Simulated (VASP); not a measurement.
Input of a VASP 6.6.1 run:

Contents of INCAR:

```
  ALGO = Fast
  EDIFF = 1E-6
  ENCUT = 520
  GGA = PE
  ISIF = 2
  ISMEAR = -1
  LASPH = T
  LCHARG = F
  LREAL = F
  LWAVE = F
  NBANDS = 16
  NELM = 100
  PREC = Accurate
  SIGMA = 0.02
```

Contents of KPOINTS:

```
k-points
0
Gamma
  8 8 8
```

POSCAR

```
GaAs
1.0
    0.0000000000      2.8330850947      2.7996546906
    2.8330850947      0.0000000000      2.7996546906
    2.8330850947      2.8330850947      0.0000000000
Ga As
1 1
Direct
    0.0000000000      0.0000000000      0.0000000000
    0.2500000000      0.2500000000      0.2500000000
```

Potentials or basis: VASP PAW PBE potentials, release 64 (Ga_d, As).

Run with:

```sh
$ cat potpaw_PBE.64/Ga_d/POTCAR potpaw_PBE.64/As/POTCAR > POTCAR
$ mpirun -np 1 vasp_std > vasp.out
```

(1) Predict the pressure.

(2) Estimate the band gap on the k mesh.

Results:

(1) 3.9 GPa.

(2) 0.51 eV, direct.
